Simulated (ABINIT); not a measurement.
Set up this calculation in ABINIT 10.8.3 (patched build), as the native input.

* Task: equation of state
* Functional: r2SCAN
* Potentials or basis: JTH PAW PBE v2.0
* Cutoff: 707 eV
* k mesh: 10 × 10 × 10
* Occupations: fermi-dirac, width 0.05 eV
* Spin: no spin polarisation
* Fine-grid cutoff: 1306.15 eV

The system is In.

```xyz
1
Lattice="-1.8825 1.8825 1.8825 1.8825 -1.8825 1.8825 1.8825 1.8825 -1.8825" Properties=species:S:1:pos:R:3 pbc="T T T"
In    0.0000    0.0000    0.0000
```

This isn't the form of In at room conditions, which is tetragonal.

These files were run (other wordings do the same):

run.abi

```
ndtset 7
getwfk -1
scalecart1 3*0.9795861087
scalecart2 3*0.9864848297
scalecart3 3*0.9932883884
scalecart4 3*1.0000000000
scalecart5 3*1.0066227096
scalecart6 3*1.0131594038
scalecart7 3*1.0196128224

pp_dirpath "./"
pseudos "In.GGA_PBE-JTH.xml"

acell 3.2606293622 3.2606293622 3.2606293622 Angstrom
rprim
    -0.5773502692     0.5773502692     0.5773502692
     0.5773502692    -0.5773502692     0.5773502692
     0.5773502692     0.5773502692    -0.5773502692
ntypat 1
znucl 49
natom 1
typat 1
xred
     0.0000000000     0.0000000000     0.0000000000

ecut 26.0
pawecutdg 48.0

kptopt 1
ngkpt 10 10 10
nshiftk 1
shiftk 0.0 0.0 0.0

ixc -497498
usekden 1
pawxcdev 0

nband 11
occopt 3
tsmear 0.05 eV

nstep 100
tolvrs 1.0e-7

iomode 3
prtwf 1
prtden 0
prteig 0
prtebands 0
```

Potentials or basis: JTH PAW PBE v2.0.

Launch:

```bash
$ abinit run.abi > log 2>&1
```

Results of the run:

```json
{"Equilibrium volume": "26.62 Å³/atom", "Bulk modulus": "39 GPa", "Pressure derivative of the bulk modulus": "5.2"}
```

Caveat: pressures at fixed basis lie under the slope of the energies; the PAW data sets were made with another functional, which shifts forces and pressure a little.

Run time: 3.5 min on 1 thread of Intel(R) Xeon(R) 6975P-C (Granite Rapids), with other jobs on the host, peak memory 0.15 GiB.
